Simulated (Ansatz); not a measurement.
# Al: the cost of one run

Computed with Ansatz 0.2.0 (DFT PBE, scalar-relativistic, plane waves, PAW, unless a step's input says otherwise).

6 further runs of the same task are left out: 1 that didn't finish, 5 set aside as unsound or not needed.

### Step 1. Starting point

The structure is cubic, space group Im-3m (No. 229). Conventional cell: a = 3.235 Å, b = 3.235 Å, c = 3.235 Å, α = 90.00°, β = 90.00°, γ = 90.00°. Al (site symmetry m-3m) is surrounded by 8 Al at 2.80 Å.

Structure file:

```cif
data_structure
_symmetry_space_group_name_H-M 'P 1'
_symmetry_Int_Tables_number 1
_cell_length_a 2.8016
_cell_length_b 2.8016
_cell_length_c 2.8016
_cell_angle_alpha 109.471
_cell_angle_beta 109.471
_cell_angle_gamma 109.471
_cell_volume 16.93
loop_
_atom_site_label
_atom_site_type_symbol
_atom_site_fract_x
_atom_site_fract_y
_atom_site_fract_z
_atom_site_occupancy
Al1 Al 0.00000 0.00000 0.00000 1
```

It goes back to an entry of the Materials Project, which need not be the stable form.

It is the result of an earlier relaxation at this level (volume 16.93 Å³/atom; gap on the mesh: none (metal)).

### Step 2. What is varied

The energy is mapped over a normal mode and a strain (zone-centre modes of the cell shown, which folds in the wave vector (0, 0, 1/2) of the primitive cell) (x along [1 0 0], y along [0 1 0], z along [0 0 1] of the conventional cell).

First coordinate, amplitude of mode 1 (107i cm⁻¹), largest displacement in the unstrained cell: 11 values from −0.447 Å. Second coordinate, equal normal strain along x and y: 7 values from −4.00 %.

Nothing else is relaxed (the pattern is fixed in fractional coordinates). Energies count from the relaxed high-symmetry cell. Points are written as (first, second).

The modes come from a phonon run on the reference cell, made beforehand.

Displacement patterns for an amplitude of 1 (Å):

| atom | x1 | y1 | z1 |
| --- | --- | --- | --- |
| Al1 | 0.707 | -0.707 | 0.000 |
| Al2 | -0.707 | 0.707 | 0.000 |

### Step 3. Grid point (−0.447 Å, −4.00 %)

The input, input.yaml:

```yaml
crystal:
  lattice:
    - [-1.5528098305, 1.5528098305, 1.6175102401]
    - [1.5528098305, -1.5528098305, 1.6175102401]
    - [3.1056196609, 3.1056196609, 0.0]
  atoms:
    - { symbol: Al, position: [0.0977047079, -0.0977047079, 0.0] }
    - { symbol: Al, position: [0.4022952921, 0.5977047079, 0.5] }
basis:
  ecutwfc: 420
kpoints:
  mp_grid: { grid: [20, 20, 12] }
hamiltonian:
  xc: pbe
scf:
  occupations: { method: gaussian, width: 0.15 }
output:
  forces: true
  stress: true
  eigenvalues: true
```

Started as:

```sh
$ ansatz run input.yaml --threads 1 --pin off --max-ram 2048MiB --backend cpu --events-out ev --progress --plain --runs-dir out
```

What time and memory should one allow on 1 thread of Intel Xeon Platinum 8488C (Sapphire Rapids), shared host?

About 7.5 s, with a peak of 0.52 GiB.
